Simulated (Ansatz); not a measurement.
# Ba2HfO4: the cost of one run

Computed with Ansatz 0.2.0 (DFT PBE, scalar-relativistic, plane waves, PAW, unless a step's input says otherwise).

## (1) The starting structure

Symmetry: P6mm, No. 183, hexagonal system. The conventional cell has a = 4.081 Å, b = 4.081 Å, c = 10.142 Å, α = 90.00°, β = 90.00°, γ = 120.00°. Ba (site symmetry 6mm) is surrounded by 1 Ba at 3.01 Å. Around Ba (site symmetry 6mm) lie 1 Hf at 2.52 Å. Hf (site symmetry 6mm) has 6 O at 2.36 Å and 1 Ba at 2.52 Å as nearest neighbours. O (site symmetry 3m) is surrounded by 1 O at 1.42 Å.

Coordinates:

```cif
data_structure
_symmetry_space_group_name_H-M 'P 1'
_symmetry_Int_Tables_number 1
_cell_length_a 4.0809
_cell_length_b 4.0809
_cell_length_c 10.1417
_cell_angle_alpha 90.000
_cell_angle_beta 90.000
_cell_angle_gamma 120.000
_cell_volume 146.27
loop_
_atom_site_label
_atom_site_type_symbol
_atom_site_fract_x
_atom_site_fract_y
_atom_site_fract_z
_atom_site_occupancy
Ba1 Ba 0.00000 0.00000 0.11618 1
Ba2 Ba 0.00000 0.00000 0.81983 1
Hf1 Hf 0.00000 0.00000 0.57106 1
O1 O 0.33333 0.66667 0.56741 1
O2 O 0.66667 0.33333 0.56741 1
O3 O 0.33333 0.66667 0.42773 1
O4 O 0.66667 0.33333 0.42773 1
```

A structure generator made this guess: random cell by space group and Wyckoff sites (P6mm, No. 183). The dimensions are guesses.

## (2) The guess as it stands, on a coarse mesh

Contents of input.yaml:

```yaml
crystal:
  lattice:
    - [4.0808966, 0.0, 0.0]
    - [-2.0404483, 3.53416012, 0.0]
    - [0.0, 0.0, 10.14173622]
  atoms:
    - { symbol: Ba, position: [0.0, 0.0, 0.1161845] }
    - { symbol: Ba, position: [0.0, 0.0, 0.81982542] }
    - { symbol: Hf, position: [0.0, 0.0, 0.57105808] }
    - { symbol: O, position: [0.33333333, 0.66666667, 0.56741408] }
    - { symbol: O, position: [0.66666667, 0.33333333, 0.56741408] }
    - { symbol: O, position: [0.33333333, 0.66666667, 0.42773203] }
    - { symbol: O, position: [0.66666667, 0.33333333, 0.42773203] }
basis:
  ecutwfc: 420
kpoints:
  mp_grid: { grid: [6, 6, 2] }
hamiltonian:
  xc: pbe
scf:
  occupations: { method: gaussian, width: 0.1 }
  lower_state_search: "off"
output:
  forces: true
  stress: true
  eigenvalues: true
```

Started as:

```sh
$ ansatz run input.yaml --threads 1 --pin off --max-ram 2560MiB --backend cpu --events-out ev --progress --plain --runs-dir out
```

**Question.** How long does this run take on 1 thread of Intel Xeon Platinum 8488C (Sapphire Rapids), shared host, and how much memory does it need?

About 6 s, with a peak of 0.46 GiB.
